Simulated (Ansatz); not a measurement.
## MgO2 in Ansatz: the effect of functional

The system is MgO2.

```
CELL_PARAMETERS angstrom
1.58307 0.91399 3.44676
-1.58307 0.91399 3.44676
0.00000 -1.82797 3.44676
ATOMIC_POSITIONS crystal
Mg 0.00000 0.00000 0.00000
O 0.57121 0.57121 0.57121
O 0.42879 0.42879 0.42879
```

The cell comes from a database or a generator and needn't be the stable form of this composition.

The cell isn't the ideal one: volume scaled by 0.96.

Alike in all runs:

| Quantity | Value |
| --- | --- |
| Program | Ansatz 0.2.0 |
| Task | single point |
| Potentials or basis | Ansatz PAW |
| k mesh | 10 × 10 × 10 |
| Occupations | fermi-dirac, width 0.05 eV |
| Spin | no spin polarisation |

Task: One run gave: gap on the mesh 3.21 eV; pressure 0.0 GPa; largest force 0.02 eV/Å. Which functional did it use?
A. LDA
B. PBEsol
C. r2SCAN

Result: C.

| functional | cutoff | gap on the mesh (eV) | pressure (GPa) | largest force (eV/Å) |
| --- | --- | --- | --- | --- |
| LDA | 420 eV (not typed: the program's choice for these potentials) | 2.44 | -5.2 | 0.27 |
| PBEsol | 420 eV (not typed: the program's choice for these potentials) | 2.48 | 0.5 | 0.11 |
| r2SCAN | 500 eV (not typed: the program's choice for these potentials) | 3.21 | 0.0 | 0.02 |

Caveats: the PAW data sets come from PBE, with cores solved anew for the run's functional, which leaves a small shift of forces and pressure.

A k mesh can miss the band edges.

Runs at the PBE level aren't shown here.
